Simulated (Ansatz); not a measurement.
**Ga: levels along high-symmetry lines**

```
CELL_PARAMETERS angstrom
3.01103 0.00000 0.00000
-1.50552 2.60763 0.00000
0.00000 0.00000 4.86610
ATOMIC_POSITIONS crystal
Ga 0.33333 0.66667 0.25000
Ga 0.66667 0.33333 0.75000
```

Atom numbers follow the list: Ga1, Ga2.

The structure comes from a relaxation in the same program, started in the hcp type, and has space group P6_3/mmc. Whether it is a known phase or the ground state wasn't checked.

Theory: DFT, PBE, all-electron LAPW, scalar-relativistic (Ansatz 0.2.0).

Sampling and basis: a Γ-centred 18×18×10 k mesh, Fermi–Dirac smearing of 0.05 eV, basis error target 0.5 meV/atom, no spin polarisation.

Points in fractions of the reciprocal vectors of this cell: Γ (0, 0, 0), M (0.5, 0, 0), K (0.333, 0.333, 0), A (0, 0, 0.5), L (0.5, 0, 0.5), H (0.333, 0.333, 0.5). The path joins them by straight lines in the order Γ–M–K–Γ–A–L–H–A–L; legs that retrace an earlier one aren't tabulated. Energies are in eV from the Fermi level.

Q: Metal or insulator at this level of theory?

A: No gap opens: metallic or semimetallic.

Q: Tabulate bands 17 to 24, counted from the lowest band of the run, along the path.

A: 
| k (1/Å) | point | band 17 | band 18 | band 19 | band 20 | band 21 | band 22 | band 23 | band 24 |
| --- | --- | --- | --- | --- | --- | --- | --- | --- | --- |
| 0.00 | Γ | -14.70 | -14.70 | -10.98 | -4.85 | -3.89 | 9.40 | 9.40 | 11.35 |
| 0.17 |  | -14.71 | -14.70 | -10.87 | -4.75 | -3.77 | 7.95 | 8.74 | 10.78 |
| 0.34 |  | -14.73 | -14.69 | -10.52 | -4.44 | -3.39 | 5.51 | 7.67 | 9.59 |
| 0.52 |  | -14.76 | -14.69 | -9.95 | -3.92 | -2.77 | 3.04 | 6.67 | 8.00 |
| 0.69 |  | -14.75 | -14.68 | -9.13 | -3.20 | -1.93 | 0.72 | 5.85 | 6.04 |
| 0.86 |  | -14.71 | -14.68 | -8.08 | -2.40 | -1.26 | -0.90 | 4.04 | 5.25 |
| 1.03 |  | -14.69 | -14.68 | -6.82 | -3.51 | -0.87 | 0.26 | 2.19 | 4.08 |
| 1.20 | M | -14.68 | -14.68 | -5.67 | -4.86 | 0.40 | 0.67 | 1.02 | 3.13 |
| 1.30 |  | -14.68 | -14.68 | -5.63 | -4.82 | 0.42 | 0.71 | 1.06 | 3.15 |
| 1.40 |  | -14.68 | -14.68 | -5.53 | -4.70 | 0.47 | 0.83 | 1.19 | 3.10 |
| 1.50 |  | -14.69 | -14.69 | -5.34 | -4.52 | 0.47 | 1.03 | 1.39 | 2.02 |
| 1.60 |  | -14.69 | -14.69 | -5.09 | -4.27 | 0.01 | 1.31 | 1.49 | 1.67 |
| 1.70 |  | -14.70 | -14.69 | -4.76 | -3.98 | -0.94 | 1.59 | 1.67 | 2.03 |
| 1.80 |  | -14.70 | -14.70 | -4.36 | -3.73 | -1.86 | 1.92 | 2.09 | 2.47 |
| 1.90 | K | -14.71 | -14.70 | -3.89 | -3.89 | -2.28 | 2.36 | 2.36 | 2.77 |
| 2.10 |  | -14.70 | -14.69 | -5.48 | -2.75 | -1.43 | 0.60 | 1.58 | 3.49 |
| 2.30 |  | -14.69 | -14.68 | -7.12 | -1.81 | -0.46 | 0.03 | 0.05 | 4.93 |
| 2.50 |  | -14.72 | -14.69 | -8.51 | -2.65 | -1.30 | 0.88 | 1.82 | 6.64 |
| 2.70 |  | -14.77 | -14.69 | -9.60 | -3.61 | -2.41 | 2.93 | 3.87 | 8.55 |
| 2.89 |  | -14.74 | -14.69 | -10.37 | -4.30 | -3.22 | 5.27 | 6.11 | 10.31 |
| 3.09 |  | -14.71 | -14.70 | -10.83 | -4.71 | -3.72 | 7.74 | 8.31 | 11.00 |
| 3.29 | Γ | -14.70 | -14.70 | -10.98 | -4.85 | -3.89 | 9.40 | 9.40 | 11.35 |
| 3.38 |  | -14.70 | -14.70 | -10.95 | -5.39 | -3.28 | 9.42 | 9.42 | 11.35 |
| 3.48 |  | -14.70 | -14.70 | -10.85 | -6.18 | -2.30 | 9.51 | 9.51 | 10.75 |
| 3.57 |  | -14.70 | -14.70 | -10.69 | -6.94 | -1.23 | 9.37 | 9.65 | 9.65 |
| 3.66 |  | -14.71 | -14.71 | -10.46 | -7.64 | -0.08 | 7.93 | 9.83 | 9.83 |
| 3.75 |  | -14.72 | -14.72 | -10.16 | -8.28 | 1.13 | 6.50 | 10.06 | 10.06 |
| 3.84 |  | -14.73 | -14.73 | -9.79 | -8.85 | 2.40 | 5.09 | 10.31 | 10.31 |
| 3.94 | A | -14.74 | -14.74 | -9.35 | -9.35 | 3.72 | 3.72 | 10.58 | 10.58 |
| 4.11 |  | -14.74 | -14.74 | -9.24 | -9.24 | 3.82 | 3.82 | 9.36 | 9.36 |
| 4.28 |  | -14.74 | -14.74 | -8.89 | -8.89 | 4.10 | 4.10 | 7.07 | 7.07 |
| 4.45 |  | -14.74 | -14.74 | -8.31 | -8.31 | 4.15 | 4.15 | 5.11 | 5.11 |
| 4.63 |  | -14.73 | -14.73 | -7.50 | -7.50 | 2.18 | 2.18 | 5.46 | 5.46 |
| 4.80 |  | -14.71 | -14.71 | -6.46 | -6.46 | 0.08 | 0.08 | 6.24 | 6.24 |
| 4.97 |  | -14.69 | -14.69 | -5.21 | -5.21 | -1.82 | -1.82 | 6.56 | 6.56 |
| 5.14 | L | -14.68 | -14.68 | -4.13 | -4.13 | -3.12 | -3.12 | 6.44 | 6.44 |
| 5.24 |  | -14.68 | -14.68 | -4.09 | -4.09 | -3.08 | -3.08 | 5.72 | 5.72 |
| 5.34 |  | -14.69 | -14.69 | -3.99 | -3.99 | -2.96 | -2.96 | 4.51 | 4.51 |
| 5.44 |  | -14.69 | -14.69 | -3.81 | -3.81 | -2.77 | -2.77 | 3.24 | 3.24 |
| 5.54 |  | -14.69 | -14.69 | -3.57 | -3.57 | -2.50 | -2.50 | 2.00 | 2.00 |
| 5.64 |  | -14.69 | -14.69 | -3.27 | -3.27 | -2.17 | -2.17 | 0.83 | 0.83 |
| 5.74 |  | -14.69 | -14.69 | -2.93 | -2.93 | -1.84 | -1.84 | -0.16 | -0.16 |
| 5.84 | H | -14.69 | -14.69 | -2.71 | -2.71 | -1.71 | -1.71 | -0.62 | -0.62 |
| 6.04 |  | -14.69 | -14.69 | -3.89 | -3.89 | -0.99 | -0.99 | 0.28 | 0.28 |
| 6.23 |  | -14.68 | -14.68 | -5.50 | -5.50 | 0.46 | 0.46 | 1.75 | 1.75 |
| 6.43 |  | -14.69 | -14.69 | -6.88 | -6.88 | 2.23 | 2.23 | 3.47 | 3.47 |
| 6.63 |  | -14.72 | -14.72 | -7.96 | -7.96 | 4.14 | 4.14 | 4.89 | 4.89 |
| 6.83 |  | -14.74 | -14.74 | -8.73 | -8.73 | 4.22 | 4.22 | 6.75 | 6.75 |
| 7.03 |  | -14.74 | -14.74 | -9.20 | -9.20 | 3.85 | 3.85 | 9.12 | 9.12 |
| 7.23 | A | -14.74 | -14.74 | -9.35 | -9.35 | 3.72 | 3.72 | 10.58 | 10.58 |
